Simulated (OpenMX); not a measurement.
Crystal: CuO.

```
Cu O
1.0
     2.55255    0.00000    0.00000
     0.00000    2.55255    0.00000
     0.00000    0.00000    2.55255
Cu O
1 1
Cartesian
  0.0000 0.0000 0.0000
  1.2763 1.2763 1.2763
```

Measurements of this composition are mostly on another form, of space group No. 15.

```yaml
Program: OpenMX 3.8.5
Task: single point
Functional: PBE
Potentials_or_basis: OpenMX 2013 PBE set, Cu6.0H-s3p2d2, O6.0-s2p2d1, grid cutoff 500 Ry
k_mesh: 11 × 11 × 11
Occupations: fermi-dirac, width 0.05 eV
Spin: no spin polarisation
```

On this cell: pressure 23.3 GPa; largest force zero by symmetry; band gap on the k mesh none (metal or under the smearing width).

The same run follows on a disturbed copy (atoms moved at random, drawn with an rms of 0.05 Å):

```xyz
2
Lattice="2.5526 0.0000 0.0000 0.0000 2.5526 0.0000 0.0000 0.0000 2.5526" Properties=species:S:1:pos:R:3 pbc="T T T"
Cu    0.0329    0.0070   -0.0094
O     1.2348    1.2821    1.2772
```

Task: What does the disturbed cell give?

Result: The energy (extrapolated to zero smearing) moves by +3.6 meV/atom; pressure 24.0 GPa; largest force 0.200 eV/Å; band gap on the k mesh none (metal or under the smearing width).

Forces on the atoms (eV/Å):
```
Cu  -0.198  0.021  0.020
O    0.188  0.002 -0.029
```

The forces don't sum to zero, so they hold noise of the program's grid.

Caveats: the basis of atomic orbitals isn't converged, which shifts pressures, moduli and gaps; an odd number of electrons without spin polarisation forces a metal; a magnetic or distorted state may lie lower; the run has no spin polarisation, though such a crystal can be magnetic; semilocal functionals often make such compounds metallic where correlation or magnetic order opens a gap, which also shifts bond lengths; so large a pressure means that the cell lies far from this level's equilibrium, or that cutoff or potentials fall short (some runs).
